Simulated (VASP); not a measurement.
# ZrS2 (P-3m1) in VASP: notebook

Aim: see how the results for ZrS2 move with the level of theory and the settings. Levels: r2SCAN, LDA. Tasks: relaxation of cell and atoms.

Program: VASP 6.6.1. These are calculated values, not measurements. Logs are shortened: lines on timing, memory, paths and dates and some standing lists are left out, and cuts for length are marked.

## 1. Starting point

The structure is trigonal, space group P-3m1 (No. 164). The conventional cell has a = 3.691 Å, b = 3.691 Å, c = 6.041 Å, α = 90.00°, β = 90.00°, γ = 120.00°. Zr (site symmetry -3m) has 6 S at 2.57 Å as nearest neighbours. S (site symmetry 3m) is surrounded by 3 Zr at 2.57 Å.

The cell is a database's computed one.

## 2. Relaxation of cell and atoms, r2SCAN

File INCAR:

```
SYSTEM = ZrS2
PREC = Accurate
ENCUT = 600
EDIFF = 1E-6
ISMEAR = 0
SIGMA = 0.03
LREAL = .False.
LASPH = .True.
NELM = 80
ALGO = Normal
ISIF = 3
LWAVE = .False.
LCHARG = .False.
METAGGA = R2SCAN
LMIXTAU = .True.
IBRION = 2
NSW = 90
EDIFFG = -0.01
```

File KPOINTS:

```
Automatic mesh
0
Gamma
  9 9 5
  0 0 0
```

File POSCAR:

```
ZrS2
1.0
    3.6913825498      0.0000000000      0.0000000000
   -1.8456912749      3.1968310632      0.0000000000
    0.0000000000      0.0000000000      6.0410770100
Zr S
1 2
Direct
    0.0000000000      0.0000000000      0.0000000000
    0.6666666700      0.3333333300      0.7620900300
    0.3333333300      0.6666666700      0.2379099700
```

Potentials or basis: VASP PAW PBE potentials, release 64 (Zr_sv, S).

Started as:

```bash
> cat potpaw_PBE.64/Zr_sv/POTCAR potpaw_PBE.64/S/POTCAR > POTCAR
> mpirun -np 1 vasp_std > vasp.out
```

OUTCAR:

```text
SYSTEM = ZrS2
   PREC = Accurate
   ENCUT = 600
   EDIFF = 1E-6
   ISMEAR = 0
   LREAL = .False.
   LASPH = .True.
   NELM = 80
   ISIF = 3
   METAGGA = R2SCAN
   IBRION = 2
   NSW = 90
   EDIFFG = -0.01

 ion  position               nearest neighbor table
   1  0.000  0.000  0.000-   2 2.57   3 2.57   3 2.57   2 2.57   2 2.57   3 2.57
   2  0.667  0.333  0.762-   1 2.57   1 2.57   1 2.57
   3  0.333  0.667  0.238-   1 2.57   1 2.57   1 2.57

  LATTYP: Found a hexagonal cell.
 ALAT       =     3.6913825498
 C/A-ratio  =     1.6365350728

  Lattice vectors:

 A1 = (   3.6913825498,   0.0000000000,   0.0000000000)
 A2 = (  -1.8456912749,   3.1968310632,   0.0000000000)
 A3 = (   0.0000000000,   0.0000000000,   6.0410770100)

Analysis of symmetry for initial positions (statically):
=====================================================================
 Subroutine PRICEL returns:
 Original cell was already a primitive cell.

 Routine SETGRP: Setting up the symmetry group for a
 hexagonal supercell.

 Subroutine GETGRP returns: Found 12 space group operations
 (whereof 12 operations were pure point group operations)
 out of a pool of 24 trial point group operations.

The static configuration has the point symmetry D_3d.

Analysis of symmetry for dynamics (positions and initial velocities):
=====================================================================
 Subroutine PRICEL returns:
 Original cell was already a primitive cell.

 Routine SETGRP: Setting up the symmetry group for a
 hexagonal supercell.

 Subroutine GETGRP returns: Found 12 space group operations
 (whereof 12 operations were pure point group operations)
 out of a pool of 24 trial point group operations.

The dynamic configuration has the point symmetry D_3d.

 Subroutine INISYM returns: Found 12 space group operations
 (whereof 12 operations are pure point group operations),
 and found     1 'primitive' translations

----------------------------------------------------------------------------------------

                                     Primitive cell

  volume of cell :      71.2891

  direct lattice vectors                    reciprocal lattice vectors
     3.691382550  0.000000000  0.000000000     0.270901210  0.156404887  0.000000000
    -1.845691275  3.196831063  0.000000000     0.000000000  0.312809773  0.000000000
     0.000000000  0.000000000  6.041077010     0.000000000  0.000000000  0.165533397

  length of vectors
     3.691382550  3.691382550  6.041077010     0.312809773  0.312809773  0.165533397

  position of ions in fractional coordinates (direct lattice)
     0.000000000  0.000000000  0.000000000
     0.666666670  0.333333330  0.762090030
     0.333333330  0.666666670  0.237909970

  ion indices of the primitive-cell ions
   primitive index   ion index
                 1           1
                 2           2
                 3           3

----------------------------------------------------------------------------------------

 KPOINTS: Automatic mesh

Automatic generation of k-mesh.
 Grid dimensions read from file:
 generate k-points for:    9    9    5

 Generating k-lattice:

  Cartesian coordinates                     Fractional coordinates (reciprocal lattice)
     0.030100134  0.017378321  0.000000000     0.111111111  0.000000000  0.000000000
     0.000000000  0.034756641  0.000000000     0.000000000  0.111111111  0.000000000
     0.000000000  0.000000000  0.033106679     0.000000000  0.000000000  0.200000000

  Length of vectors
     0.034756641  0.034756641  0.033106679

  Shift w.r.t. Gamma in fractional coordinates (k-lattice)
     0.000000000  0.000000000  0.000000000

 Subroutine IBZKPT returns following result:
 ===========================================

 Found     50 irreducible k-points:

 Following reciprocal coordinates:
            Coordinates               Weight
  0.000000  0.000000  0.000000      1.000000
  0.111111 -0.000000  0.000000      6.000000
  0.222222  0.000000  0.000000      6.000000
  0.333333  0.000000  0.000000      6.000000
  0.444444  0.000000  0.000000      6.000000
  0.111111  0.111111  0.000000      6.000000
[... 16 lines left out ...]
  0.222222  0.111111  0.200000     12.000000
 -0.111111  0.333333  0.200000     12.000000
 [... further k-points ...]
   k-points           NKPTS =     50   k-points in BZ     NKDIM =     50   number of bands    NBANDS=     16
   number of dos      NEDOS =    301   number of ions     NIONS =      3
   total plane-waves  NPLWV =  43200
   dimension x,y,z NGX =    30 NGY =   30 NGZ =   48
   dimension x,y,z NGXF=    60 NGYF=   60 NGZF=   96
   ions per type =               1   2
   NGX,Y,Z   is equivalent  to a cutoff of  13.51, 13.51, 13.21 a.u.
   NGXF,Y,Z  is equivalent  to a cutoff of  27.02, 27.02, 26.42 a.u.
 SYSTEM =  ZrS2
   PREC   = accura    normal or accurate (medium, high low for compatibility)
   ISTART =      0    job   : 0-new  1-cont  2-samecut
   ICHARG =      2    charge: 1-file 2-atom 10-const
   ISPIN  =      1    spin polarized calculation?
   LNONCOLLINEAR =      F non collinear calculations
   LSORBIT =      F    spin-orbit coupling
   LASPH  =      T    aspherical Exc in radial PAW
   ENCUT  =  600.0 eV  44.10 Ry    6.64 a.u.   7.37  7.37 12.07*2*pi/ulx,y,z
   NELM   =     80;   NELMIN=  2; NELMDL= -5     # of ELM steps
   EDIFF  = 0.1E-05   stopping-criterion for ELM
   LREAL  =      F    real-space projection
   EDIFFG = -.1E-01   stopping-criterion for IOM
   NSW    =     90    number of steps for IOM
   IBRION =      2    ionic relax: 0-MD 1-quasi-New 2-CG
   NFREE  =      1    steps in history (QN), initial steepest desc. (CG)
   ISIF   =      3    stress and relaxation
   ISYM   =      2    0-nonsym 1-usesym 2-fastsym
   POTIM  = 0.5000    time-step for ionic-motion
   TEBEG  =    0.0;   TEEND  =   0.0 temperature during run
   PSTRESS=    0.0 pullay stress
   NELECT =      24.0000    total number of electrons
   NUPDOWN=      -1.0000    fix difference up-down
   EMIN   =  10.00;   EMAX   =-10.00  energy-range for DOS
   EFERMI =   0.00;   METHOD = LEGACY
   ISMEAR =     0;   SIGMA  =   0.03  broadening in eV -4-tet -1-fermi 0-gaus
   EFERMI_NEDOS =   21; number of points for ismear=-14 and -15
   IALGO  =     38    algorithm
   IMIX   =      4    mixing-type and parameters
     AMIX     =   0.40;   BMIX     =  1.00
     AMIX_MAG =   1.60;   BMIX_MAG =  1.00
  volume/ion in A,a.u.               =      23.76       160.36
  Fermi-wavevector in a.u.,A,eV,Ry     =   1.138861  2.152136 17.646828  1.297005
  Thomas-Fermi vector in A             =   2.275565
   LORBIT       =      0    0 simple, 1 ext, 2 COOP (PROOUT), +10 PAW based schemes
   METAGGA = R2SCAN    functional components
   LHFCALC =     F    Hartree Fock is set to
   AEXX    =    0.0000 exact exchange contribution
   IVDW    =     0    specifies the selected vdW correction
   LEPSILON=     F    determine dielectric tensor
   LRPA    =     F    only Hartree local field effects (RPA)
 conjugate gradient relaxation of ions
 non-spin polarized calculation
 Gauss-broadening in eV      SIGMA  =   0.03
  energy-cutoff  :      600.00
  volume of cell :       71.29
 maximum number of plane-waves:      2430
 NGX is ok and might be reduce to    30
   NGX = 15   NGY = 15   NGZ = 25

--------------------------------------- Ionic step        1  -------------------------------------------

 number of electron      23.9999998 magnetization

 Free energy of the ion-electron system (eV)
  ---------------------------------------------------
  ext. energy  EPLUGINS =         0.00000000
  ---------------------------------------------------
  free energy    TOTEN  =       -44.16090756 eV

  energy without entropy =      -44.16090756  energy(sigma->0) =      -44.16090756

------------------------ aborting loop because EDIFF is reached ----------------------------------------

  FORCE on cell =-STRESS in cart. coord.  units (eV):
  Direction    XX          YY          ZZ          XY          YZ          ZX
  --------------------------------------------------------------------------------------
  -------------------------------------------------------------------------------------
  Total       -0.0349507     -0.0349507      0.0323172      0.0000000      0.0000000     -0.0000000
  in kB       -0.7854959     -0.7854959      0.7263081      0.0000000      0.0000000     -0.0000000
  external PRESSURE =      -0.2815613 kB  Pullay stress =       0.0000000 kB
[... 92 lines left out ...]
  FREE ENERGIE OF THE ION-ELECTRON SYSTEM (eV)
  ---------------------------------------------------
  free  energy   TOTEN  =       -44.1609548459 eV

  energy  without entropy=      -44.1609548459  energy(sigma->0) =      -44.16095485

[... ionic steps 4 to 8 ...]

--------------------------------------- Ionic step        9  -------------------------------------------

 number of electron      23.9999998 magnetization

------------------------ aborting loop because EDIFF is reached ----------------------------------------

  FORCE on cell =-STRESS in cart. coord.  units (eV):
  Direction    XX          YY          ZZ          XY          YZ          ZX
  --------------------------------------------------------------------------------------
  -------------------------------------------------------------------------------------
  Total        0.0188716      0.0188716     -0.0143852      0.0000000      0.0000000     -0.0000000
  in kB        0.4214655      0.4214655     -0.3212691      0.0000000      0.0000000     -0.0000000
  external PRESSURE =       0.1738873 kB  Pullay stress =       0.0000000 kB
[... 59 lines left out ...]
  energy  without entropy=      -44.1612388281  energy(sigma->0) =      -44.16123883

--------------------------------------- Ionic step       11  -------------------------------------------

 number of electron      23.9999999 magnetization

 Free energy of the ion-electron system (eV)
  ---------------------------------------------------
  ext. energy  EPLUGINS =         0.00000000
  ---------------------------------------------------
  free energy    TOTEN  =       -44.16128628 eV

  energy without entropy =      -44.16128628  energy(sigma->0) =      -44.16128628

 E-fermi :   3.9461     XC(G=0):  -9.7890

 val. band max:        3.7685703895   @ k =   0.1111  -0.0000   0.0000
 cond. band min:       5.1756522679   @ k =   0.0000   0.4444   0.4000
 fundamental gap:      1.4070818784
 Fermi energy:         3.9461000650

 k-point     1 :       0.0000    0.0000    0.0000
  band No.  band energies     occupation
      1     -46.8432      2.00000
      2     -24.1943      2.00000
      3     -24.0421      2.00000
      4     -24.0421      2.00000
      5      -9.3009      2.00000
      6      -7.8765      2.00000
[... 8 lines left out ...]
     15       6.6064      0.00000
     16       9.1745      0.00000
[... 420 lines left out ...]
  band No.  band energies     occupation
      1     -46.8314      2.00000
      2     -24.1994      2.00000
      3     -24.1568      2.00000
      4     -24.0867      2.00000
      5      -8.5557      2.00000
      6      -8.0562      2.00000
[... 8 lines left out ...]
     15       7.6040      0.00000
     16       8.6174      0.00000

 [... further k-points ...]
[... 5 lines left out ...]
  --------------------------------------------------------------------------------------
  -------------------------------------------------------------------------------------
  Total        0.0153372      0.0153372      0.0017638      0.0000000      0.0000000      0.0000000
  in kB        0.3417135      0.3417135      0.0392980      0.0000000      0.0000000      0.0000000
  external PRESSURE =       0.2409083 kB  Pullay stress =       0.0000000 kB
[... 18 lines left out ...]
  FREE ENERGIE OF THE ION-ELECTRON SYSTEM (eV)
  ---------------------------------------------------
  free  energy   TOTEN  =       -44.1612862797 eV

  energy  without entropy=      -44.1612862797  energy(sigma->0) =      -44.16128628

 reached required accuracy - stopping structural energy minimisation
```

Run time: 12 min. Hardware: 1 thread of Intel Xeon 6975P-C (Granite Rapids), shared host; peak memory 0.27 GiB.

What came out:

| Property | Result |
| --- | --- |
| Free energy | -44.1613 eV |
| Relaxed volume | 23.97 Å³/atom |
| Relaxed cell | a = 3.690 Å, b = 3.690 Å, c = 6.100 Å, α = 90.00°, β = 90.00°, γ = 120.00° |
| Space group after relaxing (to 0.05 Å) | P-3m1 (No. 164) |
| Energy gained by relaxing | 0.1 meV/atom |
| Ionic steps | 11 |
| Pressure after relaxing | 0.0 GPa |
| Band gap on the k mesh | 1.41 eV, indirect (least direct gap 2.01 eV) |

The path:
```csv
step,energy change (eV),largest force (eV/Å),pressure (GPa),volume (Å³)
1,0.0000,0.0171,-0.03,71.29
2,0.0000,0.0042,0.08,71.25
3,0.0000,0.0027,0.10,71.24
4,-0.0001,0.0057,0.09,71.27
5,-0.0002,0.0151,0.06,71.37
6,-0.0002,0.0340,-0.02,71.56
7,-0.0002,0.0267,0.01,71.49
8,-0.0002,0.0228,0.01,71.55
9,-0.0003,0.0100,0.02,71.74
10,-0.0003,0.0160,0.04,72.12
11,-0.0004,0.0019,0.02,71.91
```

Final structure:
```
Zr S
1.0
     3.68953    0.00000    0.00000
    -1.84477    3.19523    0.00000
     0.00000    0.00000    6.09989
Zr S
1 2
Cartesian
  0.0000 0.0000 0.0000
  1.8448 1.0651 4.6626
  0.0000 2.1302 1.4373
```

Caveat: the PAW data sets were made with another functional, which shifts forces and pressure a little; an odd mesh through Γ misses points on the zone boundary, where band edges often lie.

(Part 1 of 2 ends here.)
